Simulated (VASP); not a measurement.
Wanted: the native input for a VASP 6.6.1 run.

```
Task                   : single point
Functional             : BLYP
Potentials or basis    : VASP PAW PBE potentials, release 64 (As)
Cutoff                 : 520 eV
k mesh                 : 14 × 14 × 7
Occupations            : fermi-dirac, width 0.1 eV
Spin                   : no spin polarisation
Dipole correction      : no
Further INCAR settings : ALGO = Normal; EDIFF = 1e-06; NBANDS = 12
```

The structure of As lies in POSCAR:

```
As
1.0
    3.0171273333      0.0000000000      0.0000000000
   -1.5085636666      2.6129089171      0.0000000000
    0.0000000000      0.0000000000      5.4445239775
As
2
Direct
    0.3333333333      0.6666666667      0.2500000000
    0.6666666667      0.3333333333      0.7500000000
```

This isn't the form of As at room conditions, which is rhombohedral.

These files were run (other wordings do the same):

INCAR

```
SYSTEM = As
  PREC = Accurate
  ENCUT = 520
  EDIFF = 1E-6
  ISMEAR = -1
  SIGMA = 0.1
  LREAL = .False.
  LASPH = .True.
  NELM = 80
  ALGO = Normal
  ISIF = 2
  LWAVE = .False.
  LCHARG = .True.
  GGA = B5
  ALDAX = 1.0
  AGGAX = 1.0
  AGGAC = 1.0
  ALDAC = 0.0
  LELF = .True.
  LVHAR = .True.
  NBANDS = 12
```

KPOINTS

```
regular mesh
0
Gamma
  14 14 7
  0 0 0
```

Potentials or basis: VASP PAW PBE potentials, release 64 (As).

Command:

```sh
$ cat potpaw_PBE.64/As/POTCAR > POTCAR
$ mpirun -np 1 vasp_std > vasp.out
```

Results of the run:

* Pressure: 0.3 GPa
* Band gap on the k mesh: none (metal or under the smearing width)

Caveat: the PAW data sets were made with another functional, which shifts forces and pressure a little.

It took 38 s on 1 thread of AMD EPYC 7R43 64-Core Processor (Zen 3) (shared host), peak memory 0.15 GiB.
